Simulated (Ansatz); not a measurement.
This is a field-response calculation (clamped ions) with the PAW code Ansatz on SrTiO3 (I4/mcm) from a database structure; the level of theory is PBE. Cell and atoms come from a relaxation with r2SCAN.

The input:
```yaml
crystal:
  lattice:
    - [-2.7589050186, 2.7589050186, 3.9136137928]
    - [2.7589050186, -2.7589050186, 3.9136137928]
    - [2.7589050186, 2.7589050186, -3.9136137928]
  atoms:
    - { symbol: Sr, position: [0.75, 0.25, 0.5] }
    - { symbol: Sr, position: [0.25, 0.75, 0.5] }
    - { symbol: Ti, position: [0.0, 0.0, 0.0] }
    - { symbol: Ti, position: [0.5, 0.5, 0.0] }
    - { symbol: O, position: [0.7669008901, 0.2669008901, 0.0338017802] }
    - { symbol: O, position: [0.2669008901, 0.2330991099, 0.5] }
    - { symbol: O, position: [0.7330991099, 0.7669008901, 0.5] }
    - { symbol: O, position: [0.2330991099, 0.7330991099, 0.9661982198] }
    - { symbol: O, position: [0.75, 0.75, 0.0] }
    - { symbol: O, position: [0.25, 0.25, 0.0] }
kpoints:
  mp_grid: { grid: [6, 6, 6] }
hamiltonian:
  xc: pbe
scf:
  occupations: { method: fixed }
dielectric: {}
```

Command: `ansatz run input.yaml --threads 2 --pin off --max-ram 29491MiB --backend cpu --events-out ev --progress --plain --runs-dir out`.

Question: It ran on 2 threads of AMD EPYC 7R13 Processor (Zen 3), on a shared host. About how long did it take, and what peak of host memory did it reach?

Answer: About 3 min, with a peak of 1.8 GiB.

Output, abridged:
```
Pseudopotential: Sr, paw, valence charge 10, recommended cutoff 420 eV (normal)
Pseudopotential: Ti, paw, valence charge 12, recommended cutoff 420 eV (normal)
Pseudopotential: O, paw, valence charge 6, recommended cutoff 420 eV (normal)
Functional definition: PBE
Crystal: 10 atoms, lattice volume = 119.155 Å³
Basis set: ecut = 420 eV, 2285 PW (Γ)
Bands: 50, of which v1, the nominal top of the filled ones, is band 40 counted from 1 (39 counted from 0)
Symmetry: 16 space group operations
k-points: 68 of 216 (irreducible under 2 space group operations, time reversal used)
SCF iter   1: HF=-15508.947525 eV  Δρ=1.91e-3  dr2=2.57e-3
SCF iter   2: HF=-15508.948738 eV  Δρ=1.17e-3  dr2=9.36e-4
SCF iter   3: HF=-15508.948754 eV  Δρ=5.78e-4  dr2=7.72e-5
SCF iter   4: HF=-15508.948902 eV  Δρ=1.21e-4  dr2=5.46e-6
SCF iter   5: HF=-15508.948911 eV  Δρ=2.02e-5  dr2=3.62e-7
SCF iter   6: HF=-15508.948911 eV  Δρ=6.38e-6  dr2=4.45e-8
SCF iter   7: HF=-15508.948911 eV  Δρ=4.50e-6  dr2=2.35e-8
SCF iter   8: HF=-15508.948911 eV  Δρ=1.17e-6  dr2=2.74e-9
SCF iter   9: HF=-15508.948911 eV  Δρ=2.35e-7  dr2=1.25e-10
SCF iter  10: HF=-15508.948911 eV  Δρ=6.64e-8  dr2=5.73e-12
SCF 1 converged in 10 iterations: F = -15508.948911 eV  dr2 = 5.73e-12
SCF 1 converged in 6 iterations: F = -15508.742799 eV  dr2 = 3.09e-8
Free energy (F): -15508.948911 eV
Fermi energy:    9.926160 eV
--- Per-component energies (eV) ---
  E_band       = -410.551805
  E_kinetic    = 2096.824808
  E_local      = -4760.881329
  E_nonlocal   = 696.122567
  E_hartree    = 1665.482196
  E_xc         = -993.313033
  E_vxc        = -1145.010563
  E_paw        = -8427.438372
  E_vpaw       = -628.586752
  E_ewald      = -5785.760755
--- Dielectric response (ions clamped): 3 representative field directions + reference, inside a basis on a mesh of 216 k-points ---
  ε∞ (high-frequency dielectric tensor):
        6.246062     0.000000     0.000000
        0.000000     6.246062     0.000000
        0.000000     0.000000     6.260310
  Born effective charges Z* (e; rows j = field, columns β = displacement):
    site 0:
         2.53733    0.00000    0.00000
         0.00000    2.53733    0.00000
         0.00000    0.00000    2.56588
    site 1:
         2.53733    0.00000    0.00000
         0.00000    2.53733    0.00000
         0.00000    0.00000    2.56588
    site 2:
         7.29933    0.23393    0.00000
        -0.23393    7.29933    0.00000
         0.00000    0.00000    7.29567
    site 3:
         7.29933   -0.23393    0.00000
         0.23393    7.29933    0.00000
         0.00000    0.00000    7.29567
    site 4:
        -3.90971    1.88847    0.00000
         1.88847   -3.90971    0.00000
         0.00000    0.00000   -2.03526
    site 5:
        -3.90971   -1.88847    0.00000
        -1.88847   -3.90971    0.00000
         0.00000    0.00000   -2.03526
    site 6:
        -3.90971   -1.88847    0.00000
        -1.88847   -3.90971    0.00000
         0.00000    0.00000   -2.03526
    site 7:
        -3.90971    1.88847    0.00000
         1.88847   -3.90971    0.00000
         0.00000    0.00000   -2.03526
    site 8:
        -2.01725    0.00000    0.00000
         0.00000   -2.01725    0.00000
         0.00000    0.00000   -5.79103
    site 9:
        -2.01725    0.00000    0.00000
         0.00000   -2.01725    0.00000
         0.00000    0.00000   -5.79103
  ε∞ is read to err by 3.1e-2, Z* by 4.4e-2 e
```

The electronic dielectric tensor ε∞ is 6.25 along x and y, 6.26 along z. Born charges, averaged over directions: Sr +2.55, Ti +7.30, O -3.28 e.

Calculated for a static, non-magnetic cell.
